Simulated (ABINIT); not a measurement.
# GaN (F-43m) in ABINIT: notebook

The runs below take GaN through band structure, equation of state, with LDA-VWN, LDA-Teter.

Everything below comes from runs of ABINIT 10.8.3 (patched build). Logs are shortened: lines on timing, memory, paths and dates and some standing lists are left out, and cuts for length are marked. The log counts tension as positive stress, the text compression.

**What was measured.**

A printed reference work, textbook reports, for a bulk crystal of GaN at 0 K: band gap 3.299 eV (direct).

The results are compared with them further down.

## Step 1: The crystal as given

It takes space group F-43m (No. 216, cubic). Conventional cell: a = 4.507 Å, b = 4.507 Å, c = 4.507 Å, α = 90.00°, β = 90.00°, γ = 90.00°. Around Ga (site symmetry -43m) lie 4 N at 1.95 Å. Around N (site symmetry -43m) lie 4 Ga at 1.95 Å.

The cell is a database's computed one.

## Step 2: Band structure, LDA-VWN

File run.abi:

```
# Datasets: ground state, then fixed potential
ndtset 2

# Pseudopotentials
pp_dirpath "./"
pseudos "Ga.LDA_PW-JTH.xml, N.LDA_PW-JTH.xml"

# Structure
acell 3*1.0
rprim
     0.0000000000     4.2584989699     4.2584989699
     4.2584989699     0.0000000000     4.2584989699
     4.2584989699     4.2584989699     0.0000000000
ntypat 2
znucl 31 7
natom 2
typat 1 2
xcart
     0.0000000000     0.0000000000     0.0000000000
     1.1267503038     1.1267503038     1.1267503038 Angstrom

# Plane-wave basis
ecut 25.0
pawecutdg 47.0

# Exchange and correlation
ixc -1007

# Bands and occupations
occopt 3
tsmear 0.05 eV

# SCF cycle
nstep 100

# Output
iomode 3
prtwf 0
prteig 0
prtebands 0
enunit 2
prtden1 1

# Dataset 1
kptopt1 1
ngkpt1 10 10 10
nshiftk1 1
shiftk1 0.0 0.0 0.0
nband1 13
tolvrs1 1.0e-9

# Dataset 2: bands along G-X-W-K-G-L-U-W-L-K
iscf2 -2
getden2 1
nband2 17
nbdbuf2 2
tolwfr2 1.0e-12
kptopt2 -9
ndivsm2 8
prteig2 1
prtvol2 -3
kptbounds2
     0.0000000000     0.0000000000     0.0000000000
     0.5000000000     0.0000000000     0.5000000000
     0.5000000000     0.2500000000     0.7500000000
     0.3750000000     0.3750000000     0.7500000000
     0.0000000000     0.0000000000     0.0000000000
     0.5000000000     0.5000000000     0.5000000000
     0.6250000000     0.2500000000     0.6250000000
     0.5000000000     0.2500000000     0.7500000000
     0.5000000000     0.5000000000     0.5000000000
     0.3750000000     0.3750000000     0.7500000000
```

Potentials or basis: JTH PAW LDA v2.0.

Command:

```sh
> abinit run.abi > log 2>&1
```

run.abo:

```text
.Version 10.8.3 of ABINIT
 DATASET    1 : space group F-4 3 m (#216); Bravais cF (face-center cubic)
================================================================================
 Values of the parameters that define the memory need for DATASET  1.
     intxc =       0    ionmov =       0      iscf =      17    lmnmax =      18
     lnmax =       6     mgfft =      30  mpssoang =       3    mqgrid =    3001
     natom =       2  nloc_mem =       2    nspden =       1   nspinor =       1
    nsppol =       1      nsym =      24    n1xccc =       1    ntypat =       2
    occopt =       3   xclevel =       1
       mpw =         938          nfft =       27000          nkpt =          47
 PAW method is used; the additional fine FFT grid is defined by:
   mgfftf=        40    nfftf =     64000
================================================================================
================================================================================

 DATASET    2 : space group F-4 3 m (#216); Bravais cF (face-center cubic)
================================================================================
 Values of the parameters that define the memory need for DATASET  2.
     intxc =       0    ionmov =       0      iscf =      -2    lmnmax =      18
     lnmax =       6     mgfft =      30  mpssoang =       3    mqgrid =    3001
     natom =       2  nloc_mem =       2    nspden =       1   nspinor =       1
    nsppol =       1      nsym =      24    n1xccc =       1    ntypat =       2
    occopt =       3   xclevel =       1
       mpw =         941          nfft =       27000          nkpt =         139
 PAW method is used; the additional fine FFT grid is defined by:
   mgfftf=        40    nfftf =     64000
================================================================================
================================================================================

--------------------------------------------------------------------------------
------------- Echo of variables that govern the present computation ------------
--------------------------------------------------------------------------------
 -outvars: echo values of preprocessed input variables --------
            acell      1.0000000000E+00  1.0000000000E+00  1.0000000000E+00 Bohr
              amu      6.97230000E+01  1.40067400E+01
             ecut      2.50000000E+01 Hartree
           enunit           2
           getden1          0
           getden2          1
             iscf1         17
             iscf2         -2
              ixc       -1007
           jdtset        1    2
           kptopt1          1
           kptopt2         -9
         kptrlatt       10    0    0      0   10    0      0    0   10
          kptrlen1     6.02242700E+01
          kptrlen2     3.00000000E+01
            natom           2
            nband1         13
            nband2         17
           nbdbuf1          0
           nbdbuf2          2
           ndtset           2
           ndivsm1          0
           ndivsm2          8
            ngfft          30      30      30
          ngfftdg          40      40      40
             nkpt1         47
             nkpt2        139
            nstep         100
             nsym          24
           ntypat           2
           occopt           3
        pawecutdg      4.70000000E+01 Hartree
        prtebands           0
           prteig1          0
           prteig2          1
           prtvol1          0
           prtvol2         -3
            prtwf           0
            rprim      0.0000000000E+00  4.2584989699E+00  4.2584989699E+00
                       4.2584989699E+00  0.0000000000E+00  4.2584989699E+00
                       4.2584989699E+00  4.2584989699E+00  0.0000000000E+00
           shiftk1     0.00000000E+00  0.00000000E+00  0.00000000E+00
           shiftk2     5.00000000E-01  5.00000000E-01  5.00000000E-01
          spgroup         216
           tolvrs1     1.00000000E-09
           tolvrs2     0.00000000E+00
           tolwfr1     0.00000000E+00
           tolwfr2     1.00000000E-12
           tsmear      1.83746611E-03 Hartree
            typat      1  2
           useylm           1
           xangst      0.0000000000E+00  0.0000000000E+00  0.0000000000E+00
                       1.1267503030E+00  1.1267503030E+00  1.1267503030E+00
            xcart      0.0000000000E+00  0.0000000000E+00  0.0000000000E+00
[... 261 lines left out ...]
  1.78E-13  1.72E-13  7.55E-13  3.88E-13  6.41E-13  6.72E-13  5.43E-13  1.68E-10
  2.42E-08
 -3.7394E-01 -2.9016E-01 -2.9016E-01 -2.9016E-01 -2.7853E-01 -2.7853E-01
  2.0735E-01  2.0735E-01  2.0735E-01  2.7094E-01  5.7869E-01  5.7869E-01
  5.7869E-01  8.4256E-01  8.9328E-01  8.9328E-01  8.9328E-01
 Non-SCF case, kpt    2 (  0.02174  0.00000  0.02174), residuals and eigenvalues=
  6.37E-13  3.19E-13  3.76E-13  2.46E-13  2.12E-13  8.13E-13  2.89E-13  3.22E-13
  8.15E-13  3.26E-13  3.36E-13  8.57E-13  9.93E-13  7.49E-13  9.26E-13  3.59E-12
  3.25E-11
[... 948 lines left out ...]
 Non-SCF case, kpt  138 (  0.38393  0.38393  0.73214), residuals and eigenvalues=
  1.87E-13  7.46E-13  2.43E-13  7.35E-13  5.33E-13  2.33E-13  1.12E-13  5.79E-13
  2.47E-13  4.83E-13  3.20E-13  3.27E-13  2.46E-13  3.28E-13  4.68E-13  2.01E-09
  5.82E-07
 -3.3699E-01 -2.8600E-01 -2.8107E-01 -2.8070E-01 -2.7722E-01 -2.0496E-01
 -1.1727E-02  4.8181E-02  1.2936E-01  3.9278E-01  4.9186E-01  6.0210E-01
  6.6737E-01  7.0691E-01  9.4274E-01  1.0427E+00  1.0975E+00
 Non-SCF case, kpt  139 (  0.37500  0.37500  0.75000), residuals and eigenvalues=
  2.11E-13  6.00E-13  3.55E-13  2.60E-13  7.60E-13  6.20E-13  5.71E-13  8.02E-13
  7.65E-13  1.02E-13  7.17E-13  5.42E-13  3.37E-13  7.66E-13  4.03E-13  2.04E-09
  1.61E-07
 -3.3686E-01 -2.8600E-01 -2.8077E-01 -2.8075E-01 -2.7709E-01 -2.0434E-01
 -1.1593E-02  4.9039E-02  1.2650E-01  3.8680E-01  4.9033E-01  6.0707E-01
  6.7240E-01  7.0061E-01  9.5542E-01  1.0424E+00  1.1045E+00

--- !ResultsGS
iteration_state: {dtset: 2, }
comment   : Summary of ground state results
lattice_vectors:
- [  0.0000000,   4.2584990,   4.2584990, ]
- [  4.2584990,   0.0000000,   4.2584990, ]
- [  4.2584990,   4.2584990,   0.0000000, ]
lattice_lengths: [   6.02243,    6.02243,    6.02243, ]
lattice_angles: [ 60.000,  60.000,  60.000, ] # degrees, (23, 13, 12)
lattice_volume:   1.5445417E+02
convergence: {deltae:  0.000E+00, res2:  0.000E+00, residm:  9.999E-13, diffor:  0.000E+00, }
etotal    :  -8.93857745E+01
entropy   :   0.00000000E+00
fermie    :   2.40761879E-01
cartesian_stress_tensor: null
pressure_GPa: null
xred      :
- [  0.0000E+00,   0.0000E+00,   0.0000E+00, Ga]
- [  2.5000E-01,   2.5000E-01,   2.5000E-01,  N]
cartesian_forces: null
force_length_stats: {min: null, max: null, mean: null, }
...

 Integrated electronic density in atomic spheres:
 ------------------------------------------------
 Atom  Sphere_radius  Integrated_density
    1        2.10359         11.20629449
    2        1.20497          2.55873803

================================================================================

 ----iterations are completed or convergence reached----

 Mean square residual over all n,k,spin=   48.926E-14; max=  99.988E-14
 reduced coordinates (array xred) for    2 atoms
       0.000000000000      0.000000000000      0.000000000000
       0.250000000000      0.250000000000      0.250000000000

 cartesian coordinates (angstrom) at end:
    1      0.00000000000000     0.00000000000000     0.00000000000000
    2      1.12675030299809     1.12675030299809     1.12675030299809
 length scales=  1.000000000000  1.000000000000  1.000000000000 bohr
              =  0.529177210544  0.529177210544  0.529177210544 angstroms
 Eigenvalues (hartree) for nkpt= 139  k points:
 kpt#   1, nband= 17, wtk=  1.00000, kpt=  0.0000  0.0000  0.0000 (reduced coord)
  -0.37394   -0.29016   -0.29016   -0.29016   -0.27853   -0.27853    0.20735    0.20735
   0.20735    0.27094    0.57869    0.57869    0.57869    0.84256    0.89328    0.89328
   0.89328
 kpt#   2, nband= 17, wtk=  1.00000, kpt=  0.0217  0.0000  0.0217 (reduced coord)
  -0.37367   -0.29011   -0.29011   -0.29010   -0.27855   -0.27851    0.20434    0.20676
   0.20676    0.27402    0.57695    0.57928    0.57928    0.84417    0.87754    0.89450
   0.89450
 kpt#   3, nband= 17, wtk=  1.00000, kpt=  0.0435  0.0000  0.0435 (reduced coord)
  -0.37287   -0.28998   -0.28998   -0.28991   -0.27861   -0.27847    0.19662    0.20500
   0.20500    0.28195    0.57194    0.58106    0.58106    0.83967    0.86116    0.89816
   0.89816
 kpt#   4, nband= 17, wtk=  1.00000, kpt=  0.0652  0.0000  0.0652 (reduced coord)
  -0.37156   -0.28975   -0.28975   -0.28960   -0.27870   -0.27841    0.18631    0.20215
   0.20215    0.29253    0.56418    0.58396    0.58396    0.81386    0.86918    0.90422
   0.90422
 kpt#   5, nband= 17, wtk=  1.00000, kpt=  0.0870  0.0000  0.0870 (reduced coord)
[... 524 lines left out ...]
  -0.33751   -0.28610   -0.28202   -0.28041   -0.27731   -0.20843   -0.01706    0.05812
   0.13645    0.40659    0.48956    0.59013    0.65392    0.72797    0.92385    1.02922
   1.07360
 kpt# 137, nband= 17, wtk=  1.00000, kpt=  0.3929  0.3929  0.7143 (reduced coord)
  -0.33721   -0.28603   -0.28149   -0.28059   -0.27729   -0.20640   -0.01354    0.05129
   0.13271    0.39944    0.49172    0.59605    0.66119    0.71623    0.93217    1.03949
   1.08566
 kpt# 138, nband= 17, wtk=  1.00000, kpt=  0.3839  0.3839  0.7321 (reduced coord)
  -0.33699   -0.28600   -0.28107   -0.28070   -0.27722   -0.20496   -0.01173    0.04818
   0.12936    0.39278    0.49186    0.60210    0.66737    0.70691    0.94274    1.04265
   1.09745
 kpt# 139, nband= 17, wtk=  1.00000, kpt=  0.3750  0.3750  0.7500 (reduced coord)
  -0.33686   -0.28600   -0.28077   -0.28075   -0.27709   -0.20434   -0.01159    0.04904
   0.12650    0.38680    0.49033    0.60707    0.67240    0.70061    0.95542    1.04236
   1.10450
 Eigenvalues (   eV  ) for nkpt= 139  k points:
 kpt#   1, nband= 17, wtk=  1.00000, kpt=  0.0000  0.0000  0.0000 (reduced coord)
 -10.17535   -7.89560   -7.89560   -7.89560   -7.57909   -7.57909    5.64232    5.64232
   5.64232    7.37259   15.74685   15.74685   15.74685   22.92713   24.30750   24.30750
  24.30750
 kpt#   2, nband= 17, wtk=  1.00000, kpt=  0.0217  0.0000  0.0217 (reduced coord)
 -10.16804   -7.89435   -7.89435   -7.89397   -7.57967   -7.57873    5.56032    5.62619
   5.62619    7.45658   15.69955   15.76309   15.76309   22.97095   23.87901   24.34070
  24.34070
 kpt#   3, nband= 17, wtk=  1.00000, kpt=  0.0435  0.0000  0.0435 (reduced coord)
 -10.14627   -7.89063   -7.89063   -7.88899   -7.58130   -7.57766    5.35037    5.57842
   5.57842    7.67230   15.56321   15.81136   15.81136   22.84869   23.43325   24.44008
  24.44008
 kpt#   4, nband= 17, wtk=  1.00000, kpt=  0.0652  0.0000  0.0652 (reduced coord)
 -10.11063   -7.88448   -7.88448   -7.88030   -7.58393   -7.57589    5.06988    5.50073
   5.50073    7.96028   15.35225   15.89032   15.89032   22.14616   23.65148   24.60501
  24.60501
 kpt#   5, nband= 17, wtk=  1.00000, kpt=  0.0870  0.0000  0.0870 (reduced coord)
[... 525 lines left out ...]
   3.71287   11.06388   13.32164   16.05835   17.79419   19.80912   25.13928   28.00644
  29.21402
 kpt# 137, nband= 17, wtk=  1.00000, kpt=  0.3929  0.3929  0.7143 (reduced coord)
  -9.17590   -7.78321   -7.65982   -7.63522   -7.54550   -5.61653   -0.36853    1.39574
   3.61116   10.86928   13.38046   16.21932   17.99182   19.48959   25.36571   28.28592
  29.54228
 kpt# 138, nband= 17, wtk=  1.00000, kpt=  0.3839  0.3839  0.7321 (reduced coord)
  -9.17004   -7.78240   -7.64826   -7.63810   -7.54353   -5.57723   -0.31910    1.31107
   3.52019   10.68821   13.38413   16.38407   18.16020   19.23597   25.65325   28.37203
  29.86320
 kpt# 139, nband= 17, wtk=  1.00000, kpt=  0.3750  0.3750  0.7500 (reduced coord)
  -9.16653   -7.78243   -7.64003   -7.63958   -7.53991   -5.56041   -0.31546    1.33442
   3.44232   10.52547   13.34249   16.51917   18.29700   19.06457   25.99839   28.36393
  30.05485

== END DATASET(S) ==============================================================
================================================================================

 -outvars: echo values of variables after computation  --------
            acell      1.0000000000E+00  1.0000000000E+00  1.0000000000E+00 Bohr
           etotal1    -8.9385774456E+01
            fcart1    -0.0000000000E+00 -0.0000000000E+00 -0.0000000000E+00
                      -0.0000000000E+00 -0.0000000000E+00 -0.0000000000E+00
            rprim      0.0000000000E+00  4.2584989699E+00  4.2584989699E+00
                       4.2584989699E+00  0.0000000000E+00  4.2584989699E+00
                       4.2584989699E+00  4.2584989699E+00  0.0000000000E+00
           strten1     2.3095370923E-04  2.3095370923E-04  2.3095370923E-04
                       0.0000000000E+00  0.0000000000E+00  0.0000000000E+00
           xangst      0.0000000000E+00  0.0000000000E+00  0.0000000000E+00
                       1.1267503030E+00  1.1267503030E+00  1.1267503030E+00
             xred      0.0000000000E+00  0.0000000000E+00  0.0000000000E+00
                       2.5000000000E-01  2.5000000000E-01  2.5000000000E-01
 Calculation completed.
```

It took 48 s on 1 thread of Arm Neoverse V2, shared host; peak memory 0.11 GiB.

What came out:

```
Free energy                                           : -2432.3108 eV
Band gap on the k mesh                                : 1.73 eV, direct
Valence electrons inside the program's atomic spheres : Ga 11.21; N 2.56
```

Levels at the corners of the path, in eV from the valence-band top:
```tsv
point	band 7	band 8	band 9	band 10	band 11	band 12
Γ	0.00	0.00	0.00	1.73	10.10	10.10
X	-6.22	-2.74	-2.74	3.26	6.46	11.50
W	-5.79	-3.74	-3.69	6.12	8.21	10.15
K	-5.96	-4.31	-2.20	4.88	7.70	10.88
Γ	0.00	0.00	0.00	1.73	10.10	10.10
L	-7.12	-0.98	-0.98	4.52	8.60	10.20
U	-5.96	-4.31	-2.20	4.88	7.70	10.88
W	-5.79	-3.74	-3.69	6.12	8.21	10.15
L	-7.12	-0.98	-0.98	4.52	8.60	10.20
K	-5.96	-4.31	-2.20	4.88	7.70	10.88
```

Caveat: the cutoff is too short for stress, so the log's stress isn't used.

## Step 3: Equation of state, LDA-Teter

File run.abi:

```
ndtset 7
getwfk -1
scalecart1 3*0.9795861087
scalecart2 3*0.9864848297
scalecart3 3*0.9932883884
scalecart4 3*1.0000000000
scalecart5 3*1.0066227096
scalecart6 3*1.0131594038
scalecart7 3*1.0196128224

pp_dirpath "./"
pseudos "Ga.LDA_PW-JTH.xml, N.LDA_PW-JTH.xml"

acell 6.0224269985 6.0224269985 6.0224269985
rprim
     0.0000000000     0.7071067812     0.7071067812
     0.7071067812     0.0000000000     0.7071067812
     0.7071067812     0.7071067812     0.0000000000
ntypat 2
znucl 31 7
natom 2
typat 1 2
xred
     0.0000000000     0.0000000000     0.0000000000
     0.2500000000     0.2500000000     0.2500000000

ecut 25.0
pawecutdg 47.0

kptopt 1
ngkpt 10 10 10
nshiftk 1
shiftk 0.0 0.0 0.0

ixc 1

nband 13
occopt 3
tsmear 0.00183747

nstep 100
tolvrs 1.0e-9

iomode 3
prtwf 1
prtden 0
prteig 0
prtebands 0
enunit 2
```

Potentials or basis: JTH PAW LDA v2.0.

Command:

```sh
> abinit run.abi > log 2>&1
```

Run time: 100 s. Hardware: 1 thread of Arm Neoverse V2, shared host; peak memory 0.13 GiB.

The run converged. Its results:

```
Equilibrium volume                      : 11.07 Å³/atom
Bulk modulus                            : 202 GPa
Pressure derivative of the bulk modulus : 4.5
```

Energy against volume, from the lowest point:
```
volume (Å³/atom)  energy (meV/atom)
          10.757               5.51
          10.986               0.00
          11.215               0.70
          11.444               6.97
          11.673              18.23
          11.902              33.90
          12.131              53.55
```

Caveat: the cutoff is too short for stress, so the log's stress isn't used; pressures at fixed basis lie under the slope of the energies.

## Step 4: How close it comes

Step 2. Measured gap of GaN: 3.299 eV (direct; 0 K; a printed reference work, textbook). This calculation gives 1.73 eV (-1.57 eV). Spin-orbit coupling on Ga is left out. The value is that of LDA-VWN, without temperature or zero-point motion. Semilocal functionals fall short of measured gaps as a rule. The cell is a database's relaxed one, not the measured one, which moves gaps too.
